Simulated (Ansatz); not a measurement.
TaN:

```
CELL_PARAMETERS angstrom
5.19100 0.00000 0.00000
-2.59550 4.49554 0.00000
0.00000 0.00000 2.90800
ATOMIC_POSITIONS crystal
Ta 0.66667 0.33333 0.50000
Ta 0.33333 0.66667 0.50000
Ta 0.00000 0.00000 0.00000
N 0.00000 0.50000 0.00000
N 0.50000 0.50000 0.00000
N 0.50000 0.00000 0.00000
```

- Program: Ansatz 0.2.0
- Task: relaxation of cell and atoms
- Functional: RPBE
- Potentials or basis: Ansatz PAW
- Cutoff: 420 eV (not typed: the program's choice for these potentials)
- k mesh: 6 × 6 × 9
- Occupations: fermi-dirac, width 0.05 eV
- Spin: no spin polarisation

At the start: volume 11.31 Å³/atom.

Q: Where does the relaxation end?

A: It ends after 8 steps and the volume is 11.84 Å³/atom (+4.7 %); space group P6/mmm (No. 191, to 0.05 Å).

Step by step:
| step | energy change (eV) | largest force (eV/Å) | volume (Å³) |
| --- | --- | --- | --- |
| 1 | 0.0000 | 0.0000 | 67.86 |
| 2 | -0.0927 | 0.0000 | 72.38 |
| 3 | -0.1208 | 0.0000 | 71.09 |
| 4 | -0.1221 | 0.0000 | 70.98 |
| 5 | -0.1221 | 0.0000 | 70.99 |
| 6 | -0.1322 | 0.0000 | 70.99 |
| 7 | -0.1321 | 0.0000 | 71.05 |
| 8 | -0.1322 | 0.0000 | 71.05 |

Final structure:
```
CELL_PARAMETERS angstrom
5.28065 0.00000 0.00000
-2.64032 4.57318 0.00000
0.00000 0.00000 2.94206
ATOMIC_POSITIONS crystal
Ta 0.66667 0.33333 0.50000
Ta 0.33333 0.66667 0.50000
Ta 0.00000 0.00000 0.00000
N 0.00000 0.50000 0.00000
N 0.50000 0.50000 0.00000
N 0.50000 0.00000 0.00000
```

Caveat: the plane-wave basis is chosen anew once the cell has moved, so the energies of steps on either side of that aren't comparable; the pressure holds a Pulay correction of +0.4 GPa for the finite cutoff; the PAW data sets come from PBE, with cores solved anew for the run's functional, which leaves a small shift of forces and pressure.
